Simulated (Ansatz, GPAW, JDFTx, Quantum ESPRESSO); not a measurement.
**WS2: 4 runs at one level of theory**

```
W S
1.0
     3.18352    0.00000    0.00000
    -1.59176    2.75701    0.00000
     0.00000    0.00000   16.95058
W S
1 2
Direct
  0.00000 0.00000 0.00000
  0.33333 0.66667 0.09200
  0.33333 0.66667 0.90800
```

Measurements of this composition are mostly on another form, of space group No. 194.

The cell holds a layer with vacuum beside it, so values per volume hang on the cell's height.

Alike in all runs: task band structure; functional PBEsol; k mesh 10 × 10 × 2; occupations fermi-dirac, width 0.05 eV; no spin polarisation; no spin-orbit coupling. Gaps are the smaller of the mesh's and the band path's.

```csv
program and potentials,plane-wave cutoff (eV),notes,band gap (eV),largest force (eV/Å)
"JDFTx, PseudoDojo-SR-PBEsol-0.4.1-standard",1007,-,1.78,-
"GPAW, PAW data sets generated for this functional",600,-,?,?
"Quantum ESPRESSO, PseudoDojo 0.4.1 SR PBEsol standard",1007,-,1.78,0.124
"Ansatz, all-electron LAPW, scalar-relativistic",-,-,1.78,0.124
```

Estimate from the other rows what the run with GPAW, PAW data sets generated for this functional gave.

Band gap 1.77 eV; largest force 0.120 eV/Å. The other rows, which needn't bracket it: band gap 1.78; largest force 0.124.
